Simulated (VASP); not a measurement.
Wanted: the native input for a VASP 6.6.1 run.

```yaml
Task: relaxation of cell and atoms
Functional: PBE
Potentials_or_basis: VASP PAW PBE potentials, release 64 (Be, Te)
Cutoff: 300 eV
k_mesh: 4 × 4 × 4
Occupations: gaussian, width 0.03 eV
Spin: no spin polarisation
Further_INCAR_settings: ALGO = Normal; EDIFF = 1e-06; IBRION = 2; EDIFFG = -0.01; NSW = 90; ISIF = 3
```

The structure of BeTe lies in POSCAR:

```
BeTe
1.0
    0.0000000000      2.7700000000      2.7700000000
    2.7700000000      0.0000000000      2.7700000000
    2.7700000000      2.7700000000      0.0000000000
Be Te
1 1
Direct
    0.0000000000      0.0000000000      0.0000000000
    0.2500000000      0.2500000000      0.2500000000
```

These files were run (other wordings do the same):

INCAR

```
PREC = Accurate
ENCUT = 300
EDIFF = 1E-6
ISMEAR = 0
SIGMA = 0.03
LREAL = False
LASPH = True
NELM = 80
ALGO = Normal
ISIF = 3
LWAVE = False
LCHARG = False
GGA = PE
IBRION = 2
NSW = 90
EDIFFG = -0.01
```

KPOINTS

```
regular mesh
0
Gamma
  4 4 4
```

Potentials or basis: VASP PAW PBE potentials, release 64 (Be, Te).

The run is started by

```console
$ cat potpaw_PBE.64/Be/POTCAR potpaw_PBE.64/Te/POTCAR > POTCAR
$ mpirun -np 1 vasp_std > vasp.out
```

Results of the run:

The relaxed volume is 22.94 Å³/atom and the relaxed cell is a = 4.018 Å, b = 4.018 Å, c = 4.018 Å, α = 60.00°, β = 60.00°, γ = 60.00°. The space group after relaxing (to 0.05 Å) is F-43m (No. 216) and the energy gained by relaxing is 24.6 meV/atom. The ionic steps are 3, the pressure after relaxing is 0.0 GPa and the band gap on the k mesh is 2.03 eV, indirect (least direct gap 3.62 eV).

Caveat: the k mesh is coarse (spacing up to 0.49 Å⁻¹), so the values aren't converged; the cutoff is under 1.25 times the usual one of these potentials, so pressure, stress and relaxed cells hold a basis-set (Pulay) error; spin-orbit coupling is left out, which moves the levels of the heavy elements.

Wall time 6.2 s on 1 thread of AMD EPYC 7R13 Processor (Zen 3) (shared host), peak memory 0.1 GiB.
